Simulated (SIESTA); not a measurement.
PtSe2 (Sudovikovite):

```xyz
3
Lattice="3.7240 0.0000 0.0000 -1.8620 3.2251 0.0000 0.0000 0.0000 5.0620" Properties=species:S:1:pos:R:3 pbc="T T T"
Pt    0.0000    0.0000    0.0000
Se    1.8620    1.0750    3.7965
Se    0.0000    2.1501    1.2655
```

Program: SIESTA 5.4.2. Alike in all runs: task band structure; cell as given; smearing fermi-dirac 0.05 eV; grid cutoff 800 Ry; energy shift 0.002 Ry.

Task: Order these runs on this cell by their pressure, lowest first.
A. level PBE; potentials or basis PseudoDojo 0.4 standard (PBE files, fully relativistic), DZP (energy shift 0.002 Ry); spin non-collinear, zero start, SOC; k mesh 6 × 6 × 4
B. level RPBE; potentials or basis PseudoDojo 0.4 standard (PBE files), DZP (energy shift 0.002 Ry); spin off; k mesh 8 × 8 × 5
C. level SVWN5; potentials or basis PseudoDojo 0.4 standard (LDA files), DZP (energy shift 0.002 Ry); spin off; k mesh 8 × 8 × 5

Result: C (6.8 GPa), A (12.8 GPa), B (17.4 GPa).

Caveats: semicore shells carry a single zeta, which can move pressures by several GPa and volumes by a few percent; the basis of atomic orbitals isn't converged, which shifts pressures, moduli and gaps; so large a pressure means that the cell lies far from this level's equilibrium, or that cutoff or potentials fall short (some runs); the potentials were made for another functional, which shifts forces and pressure (some runs).
